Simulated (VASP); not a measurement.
**Results of a VASP single-point calculation on Ge (strained diamond)**

POSCAR

```
Ge
 1.0000000000000000
     0.0000000000000000    2.8652422471999999    2.8652422471999999
     2.8652422471999999    0.0000000000000000    2.8652422471999999
     2.8652422471999999    2.8652422471999999    0.0000000000000000
 Ge
   2
Cartesian
  0.0000000000000000  0.0000000000000000  0.0000000000000000
  1.4326211235999999  1.4326211235999999  1.4326211235999999
```

| Quantity | Value |
| --- | --- |
| gap between bands v and c | 0.04 eV |
| least direct gap | 0.04 eV |

Band v is the last that the valence electrons fill when counted band by band, and c is the next. Levels in eV from the top of v:

```
point    v−1      v     c   c+1
    Γ   0.00   0.00  0.04  2.70
    X  -3.09  -3.09  1.02  1.02
    K  -4.30  -2.65  1.41  4.33
    L  -1.42  -1.42  0.32  3.98
    W  -3.87  -3.87  4.52  4.52
```

Question: Which of these levels of theory gave these results?
A. r²SCAN
B. PBEsol
C. PBE
D. PBE0
E. LDA
F. HSE06
G. PBE with spin–orbit coupling

Answer: A.

The INCAR was:

```
PREC = Accurate
EDIFF = 1E-7
NBANDS = 21
LWAVE = .FALSE.
ENCUT = 520
METAGGA = R2SCAN
LCHARG = .FALSE.
ISMEAR = -1
ALGO = Normal
LREAL = .FALSE.
ISIF = 2
NSW = 0
IBRION = -1
NELM = 120
LASPH = .TRUE.
SIGMA = 0.02
```
